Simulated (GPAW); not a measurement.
## SnSe in GPAW: convergence with density grid spacing (A)

The system is SnSe.

```xyz
2
Lattice="0.0000 3.0100 3.0100 3.0100 0.0000 3.0100 3.0100 3.0100 0.0000" Properties=species:S:1:pos:R:3 pbc="T T T"
Sn    0.0000    0.0000    0.0000
Se    3.0100    3.0100    3.0100
```

Measurements of this composition are mostly on another form, of space group No. 62.

```yaml
Program: GPAW 26.7.0
Task: convergence study
Functional: PBE
Potentials_or_basis: GPAW PAW data sets (gpaw-data 1.2.1)
Cutoff: 600 eV
Basis: pw
Grid_spacing: 0.24 Å
k_mesh: 8 × 8 × 8
Occupations: fermi-dirac, width 0.05 eV
Spin: no spin polarisation
```

These are the settings of the first run; the series varies density grid spacing (A), with any setting tied to it.

Hardware: 1 thread of Arm Neoverse V1 (shared host).

```csv
density grid spacing (A),"energy less the tightest run, at zero smearing (meV/atom)",SCF cycles,CPU time (s),peak memory (GiB)
0.24,-1.08,9,14,0.16
0.2,-0.05,9,18,0.16
0.17,-0.03,9,24,0.17
0.15,-0.02,9,30,0.18
0.13,-0.01,9,47,0.2
0.11,0.00,9,58,0.23
0.09,0.00,9,110,0.3
```

Against the tightest run, the energy stays within 1 meV/atom from 0.2 on. The tightest run that finished is the yardstick and may itself not be fully converged.
